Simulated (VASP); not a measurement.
# Er (P6_3/mmc) in VASP: reference runs

Aim: a first look at Er with PBE, on the cell as given.

Everything below comes from runs of VASP 6.6.1. Logs are shortened: lines on timing, memory, paths and dates and some standing lists are left out, and cuts for length are marked.

### 1 Starting point

The structure is hexagonal, space group P6_3/mmc (No. 194). Conventional cell: a = 3.559 Å, b = 3.559 Å, c = 5.587 Å, α = 90.00°, β = 90.00°, γ = 120.00°. Er (site symmetry -6m2) is surrounded by 12 Er at 3.47 to 3.56 Å.

### 2 Single point, PBE, collinear spin, ferromagnetic start

File INCAR:

```
SYSTEM = Er
ALGO = Normal ; EDIFF = 1E-7
ENCUT = 520 ; GGA = PE
ISIF = 2 ; ISMEAR = -1
ISPIN = 2 ; LASPH = .TRUE.
LCHARG = .FALSE. ; LMAXMIX = 6
LORBIT = 11 ; LREAL = .FALSE.
LWAVE = .FALSE. ; MAGMOM = 3 3
NBANDS = 33 ; NELM = 120
PREC = Accurate ; SIGMA = 0.05
```

File KPOINTS:

```
k-points
0
G
  9 9 5
  0 0 0
```

File POSCAR:

```
Er
1.0
    3.5588000000      0.0000000000      0.0000000000
   -1.7794000000      3.0820112070      0.0000000000
    0.0000000000      0.0000000000      5.5874000000
Er
2
Direct
    0.6666666667      0.3333333333      0.7500000000
    0.3333333333      0.6666666667      0.2500000000
```

Potentials or basis: VASP PAW PBE potentials, release 64 (Er).

Started as:

```console
cat potpaw_PBE.64/Er/POTCAR > POTCAR
mpirun -np 1 vasp_std > vasp.out
```

OUTCAR:

```text
SYSTEM = Er
   EDIFF = 1E-7
   ENCUT = 520
   GGA = PE
   ISIF = 2
   ISMEAR = -1
   ISPIN = 2
   LASPH = .TRUE.
   LORBIT = 11
   LREAL = .FALSE.
   NELM = 120
   PREC = Accurate

 ion  position               nearest neighbor table
   1  0.667  0.333  0.750-   2 3.47   2 3.47   2 3.47   2 3.47   2 3.47   2 3.47
   2  0.333  0.667  0.250-   1 3.47   1 3.47   1 3.47   1 3.47   1 3.47   1 3.47

  LATTYP: Found a hexagonal cell.
 ALAT       =     3.5588000000
 C/A-ratio  =     1.5700236035

  Lattice vectors:

 A1 = (   3.5588000000,   0.0000000000,   0.0000000000)
 A2 = (  -1.7794000000,   3.0820112070,   0.0000000000)
 A3 = (   0.0000000000,   0.0000000000,   5.5874000000)

Analysis of symmetry for initial positions (statically):
=====================================================================
 Subroutine PRICEL returns:
 Original cell was already a primitive cell.

 Routine SETGRP: Setting up the symmetry group for a
 hexagonal supercell.

 Subroutine GETGRP returns: Found 24 space group operations
 (whereof 12 operations were pure point group operations)
 out of a pool of 24 trial point group operations.

The static configuration has the point symmetry D_3d.
 The point group associated with its full space group is D_6h.

Analysis of symmetry for dynamics (positions and initial velocities):
=====================================================================
 Subroutine PRICEL returns:
 Original cell was already a primitive cell.

 Routine SETGRP: Setting up the symmetry group for a
 hexagonal supercell.

 Subroutine GETGRP returns: Found 24 space group operations
 (whereof 12 operations were pure point group operations)
 out of a pool of 24 trial point group operations.

The dynamic configuration has the point symmetry D_3d.
 The point group associated with its full space group is D_6h.

Analysis of structural, dynamic, and magnetic symmetry:
=====================================================================
 Subroutine PRICEL returns:
 Original cell was already a primitive cell.

 Routine SETGRP: Setting up the symmetry group for a
 hexagonal supercell.

 Subroutine GETGRP returns: Found 24 space group operations
 (whereof 12 operations were pure point group operations)
 out of a pool of 24 trial point group operations.

The overall configuration has the point symmetry D_3d.
[... 115 lines left out ...]
   ISMEAR =    -1;   SIGMA  =   0.05  broadening in eV -4-tet -1-fermi 0-gaus
   EFERMI_NEDOS =   21; number of points for ismear=-14 and -15
   IALGO  =     38    algorithm
   IMIX   =      4    mixing-type and parameters
     AMIX     =   0.40;   BMIX     =  1.00
     AMIX_MAG =   1.60;   BMIX_MAG =  1.00
  volume/ion in A,a.u.               =      30.64       206.78
  Fermi-wavevector in a.u.,A,eV,Ry     =   1.465919  2.770185 29.237797  2.148917
  Thomas-Fermi vector in A             =   2.581718
   LORBIT       =     11    0 simple, 1 ext, 2 COOP (PROOUT), +10 PAW based schemes
   GGA     = PE    functional components
   LHFCALC =     F    Hartree Fock is set to
   AEXX    =    0.0000 exact exchange contribution
   IVDW    =     0    specifies the selected vdW correction
   LEPSILON=     F    determine dielectric tensor
   LRPA    =     F    only Hartree local field effects (RPA)
 spin polarized calculation
  energy-cutoff  :      520.00
  volume of cell :       61.28
 maximum number of plane-waves:      1683
 NGX is ok and might be reduce to    28
   NGX = 13   NGY = 13   NGZ = 21

 number of electron      44.0000004 magnetization       4.7981130

 Free energy of the ion-electron system (eV)
  ---------------------------------------------------
  ext. energy  EPLUGINS =         0.00000000
  ---------------------------------------------------
  free energy    TOTEN  =       -10.12698201 eV

  energy without entropy =       -9.98885904  energy(sigma->0) =      -10.05792053

 E-fermi :   2.4694     XC(G=0): -10.1955

 val. band max:        2.4693902348   @ k =   0.1111   0.1111   0.4000
 cond. band min:       2.4707013375   @ k =   0.2222   0.2222   0.0000
 fundamental gap:      0.0013111028
 Fermi energy:         2.4694023042

 spin component 1

 k-point     1 :       0.0000    0.0000    0.0000
  band No.  band energies     occupation
      1     -46.9049      1.00000
      2     -46.8500      1.00000
      3     -21.3188      1.00000
      4     -20.8197      1.00000
      5     -20.8197      1.00000
      6     -20.7147      1.00000
[... 853 lines left out ...]
     32       8.4324      0.00000
     33       8.8416      0.00000

 [... further k-points ...]

 spin component 2

 k-point     1 :       0.0000    0.0000    0.0000
  band No.  band energies     occupation
      1     -45.8323      1.00000
      2     -45.7720      1.00000
      3     -20.6188      1.00000
      4     -20.0614      1.00000
      5     -20.0614      1.00000
      6     -19.9480      1.00000
[... 853 lines left out ...]
     32       8.6950      0.00000
     33       9.1097      0.00000

 [... further k-points ...]
[... 5 lines left out ...]
  --------------------------------------------------------------------------------------
  -------------------------------------------------------------------------------------
  Total        0.9425804      0.9425804      1.3960760      0.0000000      0.0000000     -0.0000000
  in kB       24.6423096     24.6423096     36.4982526      0.0000000      0.0000000     -0.0000000
  external PRESSURE =      28.5942906 kB  Pullay stress =       0.0000000 kB

 VOLUME and BASIS-vectors are now :
 -----------------------------------------------------------------------------
  energy-cutoff  :      520.00
  volume of cell :       61.28
      direct lattice vectors                 reciprocal lattice vectors
     3.558800000  0.000000000  0.000000000     0.280993593  0.162231727  0.000000000
    -1.779400000  3.082011207  0.000000000     0.000000000  0.324463454  0.000000000
     0.000000000  0.000000000  5.587400000     0.000000000  0.000000000  0.178974120

 POSITION                                       TOTAL-FORCE (eV/Angst)
 -----------------------------------------------------------------------------------
      1.77940      1.02734      4.19055         0.000000     -0.000000      0.000000
     -0.00000      2.05467      1.39685        -0.000000      0.000000      0.000000
 -----------------------------------------------------------------------------------
    total drift:                                0.000000     -0.000000      0.000000

  FREE ENERGIE OF THE ION-ELECTRON SYSTEM (eV)
  ---------------------------------------------------
  free  energy   TOTEN  =       -10.1269820139 eV

  energy  without entropy=       -9.9888590405  energy(sigma->0) =      -10.05792053

 total charge

# of ion       s       p       d       f       tot
--------------------------------------------------
    1        2.141   5.752   0.409  11.357  19.659
    2        2.141   5.752   0.409  11.357  19.659
--------------------------------------------------
tot          4.282  11.504   0.819  22.713  39.318

 magnetization (x)

# of ion       s       p       d       f       tot
--------------------------------------------------
    1        0.003  -0.023   0.002   2.432   2.415
    2        0.003  -0.023   0.002   2.432   2.415
--------------------------------------------------
tot          0.006  -0.045   0.004   4.864   4.829
```

stdout:

```text
POSCAR found type information on POSCAR Er
 POSCAR found :  1 types and       2 ions
 scaLAPACK will be used
 LDA part: xc-table for (Slater+PW92), standard interpolation
 POSCAR, INCAR and KPOINTS ok, starting setup
 FFT: planning ... GRIDC
 FFT: planning ... GRID_SOFT
 FFT: planning ... GRID
 WAVECAR not read
 entering main loop
```

Wall time 15 min (1 thread of AMD EPYC 7R43 (Zen 3), shared host); peak memory 0.26 GiB.

Results:

```yaml
Free_energy: -10.1270 eV
Pressure: 2.9 GPa
Band_gap_on_the_k_mesh: none (metal or under the smearing width)
Net_moment: 4.80 μB per cell
Site_moments: Er +2.42 μB
Valence_electrons_inside_the_program's_atomic_spheres: Er 19.66
```

Caveat: the magnetic or orbital state may not be the lowest; spin-orbit coupling is left out, which moves the levels of the heavy elements. The state reached can hang on the start; a lower one may exist.
